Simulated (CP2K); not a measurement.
# In in CP2K: work function with PBE

Aim: the work function of In with PBE.

Everything below comes from runs of CP2K 2026.2. Logs are shortened: lines on timing, memory, paths and dates and some standing lists are left out, and cuts for length are marked.

### 1 The cell of the first run

The cell holds a slab with vacuum, 3 atoms: a = 3.335 Å, b = 3.335 Å, c = 20.509 Å, α = 90.00°, β = 90.00°, γ = 120.00°.

### 2 Work function, PBE (the (0 0 1) slab of In, cut from the database cell, not relaxed)

The input, in_workfunction.inp:

```
&GLOBAL
  PROJECT in_workfunction
  RUN_TYPE ENERGY_FORCE
  PRINT_LEVEL LOW
&END GLOBAL
&FORCE_EVAL
  METHOD QS
  &DFT
    BASIS_SET_FILE_NAME BASIS_MOLOPT_UZH
    POTENTIAL_FILE_NAME POTENTIAL_UZH
    &MGRID
      CUTOFF 450
      REL_CUTOFF 60
      NGRIDS 4
    &END MGRID
    &QS
      METHOD GPW
      EPS_DEFAULT 1.0E-10
    &END QS
    &KPOINTS
      SCHEME MONKHORST-PACK 9 9 1
      GAMMA_CENTERED T
      SYMMETRY T
      SYMMETRY_BACKEND SPGLIB
    &END KPOINTS
    &SCF
      SCF_GUESS ATOMIC
      EPS_SCF 1.0E-6
      MAX_SCF 100
      ADDED_MOS 12
      CHOLESKY OFF
      EPS_EIGVAL 1.0E-7
      &DIAGONALIZATION ON
        ALGORITHM STANDARD
      &END DIAGONALIZATION
      &MIXING ON
        METHOD BROYDEN_MIXING
        ALPHA 0.2
        BETA 1.5
        NBUFFER 8
      &END MIXING
      &SMEAR ON
        METHOD FERMI_DIRAC
        ELECTRONIC_TEMPERATURE 580.23
      &END SMEAR
    &END SCF
    &XC
      &XC_FUNCTIONAL PBE
      &END XC_FUNCTIONAL
    &END XC
    &PRINT
      &KPOINTS ON
      &END KPOINTS
      &MULLIKEN ON
      &END MULLIKEN
      &MO ON
        ENERGIES T
        OCCUPATION_NUMBERS T
        &EACH
          QS_SCF 0
        &END EACH
        ADD_LAST NUMERIC
      &END MO
      &LOWDIN ON
      &END LOWDIN
      &HIRSHFELD ON
        SHAPE_FUNCTION DENSITY
      &END HIRSHFELD
      &E_DENSITY_CUBE ON
        STRIDE 1
      &END E_DENSITY_CUBE
      &V_HARTREE_CUBE ON
        STRIDE 1
      &END V_HARTREE_CUBE
      &ELF_CUBE ON
        STRIDE 1
      &END ELF_CUBE
    &END PRINT
  &END DFT
  &SUBSYS
    &CELL
      ABC 3.3354847820 3.3354847820 20.5091429200
      ALPHA_BETA_GAMMA 90.0000000000 90.0000000000 119.9999999996
      PERIODIC XYZ
    &END CELL
    &COORD
      SCALED
      In  0.3333333300 0.6666666600 0.3656905620
      In  0.6666666700 0.3333333400 0.5000000000
      In  0.3333333300 0.6666666600 0.6343094380
    &END COORD
    &KIND In
      BASIS_SET TZVP-MOLOPT-PBE-GTH-q13
      POTENTIAL GTH-PBE-q13
    &END KIND
    &PRINT
      &ATOMIC_COORDINATES ON
      &END ATOMIC_COORDINATES
      &CELL ON
      &END CELL
    &END PRINT
  &END SUBSYS
  &PRINT
    &FORCES ON
    &END FORCES
  &END PRINT
&END FORCE_EVAL
```

Potentials or basis: POTENTIAL_UZH In GTH-PBE-q13; TZVP-MOLOPT-PBE-GTH basis.

Run with:

```console
$ OMP_NUM_THREADS=2 cp2k.psmp -i in_workfunction.inp -o in_workfunction.out
```

in_workfunction.out:

```text

 CP2K| version string:                                       CP2K version 2026.2
 CP2K| Input file name                                       in_workfunction.inp

 GLOBAL| Force Environment number                                              1
 GLOBAL| Basis set file name                                    BASIS_MOLOPT_UZH
 GLOBAL| Potential file name                                       POTENTIAL_UZH
 GLOBAL| MM Potential file name                                     MM_POTENTIAL
 GLOBAL| Coordinate file name                                      __STD_INPUT__
 GLOBAL| Method name                                                        CP2K
 GLOBAL| Project name                                            in_workfunction
 GLOBAL| Run type                                                   ENERGY_FORCE
 GLOBAL| FFT library                                                       FFTW3
[... 5 lines left out ...]
 GLOBAL| Global print level                                                  LOW
 GLOBAL| Total number of message passing processes                             1
 GLOBAL| Number of threads for this process                                    2
 GLOBAL| CPU model name                                                  UNKNOWN

 CELL| Volume [angstrom^3]:                                           197.604154
 CELL| Vector a [angstrom]:       3.335     0.000     0.000   |a| =     3.335485
 CELL| Vector b [angstrom]:      -1.668     2.889     0.000   |b| =     3.335485
 CELL| Vector c [angstrom]:       0.000     0.000    20.509   |c| =    20.509143
 CELL| Angle (b,c), alpha [degree]:                                    90.000000
 CELL| Angle (a,c), beta  [degree]:                                    90.000000
 CELL| Angle (a,b), gamma [degree]:                                   120.000000
 CELL| Numerically orthorhombic:                                              NO
 CELL| Periodicity                                                           XYZ

 CELL_REF| Volume [angstrom^3]:                                       197.604154
 CELL_REF| Vector a [angstrom     3.335     0.000     0.000   |a| =     3.335485
 CELL_REF| Vector b [angstrom    -1.668     2.889     0.000   |b| =     3.335485
 CELL_REF| Vector c [angstrom     0.000     0.000    20.509   |c| =    20.509143
 CELL_REF| Angle (b,c), alpha [degree]:                                90.000000
 CELL_REF| Angle (a,c), beta  [degree]:                                90.000000
 CELL_REF| Angle (a,b), gamma [degree]:                               120.000000
 CELL_REF| Numerically orthorhombic:                                          NO
 CELL_REF| Periodicity                                                       XYZ
[... 9 lines left out ...]
 TOTAL NUMBERS AND MAXIMUM NUMBERS

  Total number of            - Atomic kinds:                                   1
                             - Atoms:                                          3
                             - Shell sets:                                     3
                             - Shells:                                        30
                             - Primitive Cartesian functions:                 18
                             - Cartesian basis functions:                    120
[... 99 lines left out ...]
    23 Broy./Diag. 0.20E+00    1.6     0.00000227      -168.9513907937 -5.29E-06
    24 Broy./Diag. 0.20E+00    1.6     0.00000253      -168.9513861360  4.66E-06
    25 Broy./Diag. 0.20E+00    1.6     0.00000102      -168.9513830266  3.11E-06
    26 Broy./Diag. 0.20E+00    1.6     0.00000287      -168.9513855999 -2.57E-06
    27 Broy./Diag. 0.20E+00    1.6     0.00000060      -168.9513867779 -1.18E-06

  *** SCF run converged in    27 steps ***

  Electronic density on regular grids:        -38.9999999929        0.0000000071
  Core density on regular grids:               38.9999999960       -0.0000000040
  Total charge density on r-space grids:        0.0000000031
  Total charge density g-space grids:           0.0000000031

  Overlap energy of the core charge distribution:               0.00000000000001
  Self energy of the core charge distribution:               -269.88678023753204
  Core Hamiltonian energy:                                     84.28506252715533
  Hartree energy:                                              38.89259280820633
  Exchange-correlation energy:                                -22.24163368355820
  Electronic entropic energy:                                  -0.00062819194624
  Fermi energy:                                                 0.01554403079901

  Total energy:                                              -168.95138677785224
  Total energy (extrapolated to T->0):                       -168.95107268187911

 MO| EIGENVALUES AND OCCUPATION NUMBERS FOR K POINT 1
 MO|
 MO|  Index      Eigenvalue [a.u.]        Eigenvalue [eV]             Occupation
 MO|      1              -0.530024             -14.422696               2.000000
 MO|      2              -0.527405             -14.351408               2.000000
 MO|      3              -0.523700             -14.250594               2.000000
 MO|      4              -0.523151             -14.235674               2.000000
 MO|      5              -0.521864             -14.200635               2.000000
 MO|      6              -0.521339             -14.186348               2.000000
[... 442 lines left out ...]
 MO|     31               0.522234              14.210720               0.000000
 MO|     32               0.532729              14.496297               0.000000
 MO| Sum:                                                              38.000000
 MO| E(Fermi):            0.015544 a.u.          0.422975 eV

 The electron density is written in Cube    file format to the file:

 in_workfunction-ELECTRON_DENSITY-1_0.cube

 !-----------------------------------------------------------------------------!
                     Mulliken Population Analysis

 #  Atom  Element  Kind  Atomic population                           Net charge
       1     In       1         13.016102                             -0.016102
       2     In       1         12.967795                              0.032205
       3     In       1         13.016103                             -0.016103
 # Total charge                             39.000000                 -0.000000

 !-----------------------------------------------------------------------------!

 !-----------------------------------------------------------------------------!
                           Hirshfeld Charges

  #Atom  Element  Kind  Ref Charge     Population                    Net charge
      1       In     1      13.000         12.996                         0.004
      2       In     1      13.000         13.007                        -0.007
      3       In     1      13.000         12.996                         0.004

  Total Charge                                                            0.000
 !-----------------------------------------------------------------------------!

 LOWDIN POPULATION ANALYSIS

 #  Atom  Element  Kind  Atomic population                           Net charge
       1     In       1         12.909775                              0.090225
       2     In       1         13.180450                             -0.180450
       3     In       1         12.909775                              0.090225
 # Total charge                             39.000000                 -0.000000

               ----- ELF is computed on the real space grid -----

 ELF is written in Cube    file format to the file:

 in_workfunction-ELF_S1-1_0.cube

 ENERGY| Total FORCE_EVAL ( QS ) energy [hartree]           -168.951386255649055

 FORCES| Atomic forces [hartree/bohr]
 FORCES|   Atom     x               y               z               |f|
 FORCES|      1  5.02933464E-08 -2.73569196E-08 -1.37769419E-03   1.37769419E-03
 FORCES|      2 -4.16997081E-08  2.32911091E-08  2.45646468E-08   5.37099925E-08
 FORCES|      3  5.02194640E-08 -2.99527144E-08  1.37766963E-03   1.37766963E-03
 FORCES| Sum     5.88131024E-08 -3.40185249E-08 -1.06723332E-12
 FORCES| Total atomic force                                       6.79429249E-08
```

Wall time 50 s (2 threads of Arm Neoverse V2, shared host); peak memory 0.66 GiB.

Results:

```yaml
Free_energy: -4597.4010 eV
Largest_force: 0.071 eV/Å
Band_gap_on_the_k_mesh: none (metal or under the smearing width)
Work_function: 3.89 eV
Work_function_of_the_upper_face: 3.89 eV
Work_function_of_the_lower_face: 3.89 eV
```

Forces on the atoms (eV/Å):
```
In   0.000  0.000 -0.071
In   0.000  0.000  0.000
In   0.000  0.000  0.071
```

Caveat: the basis of atomic orbitals isn't converged, which shifts pressures, moduli and gaps.
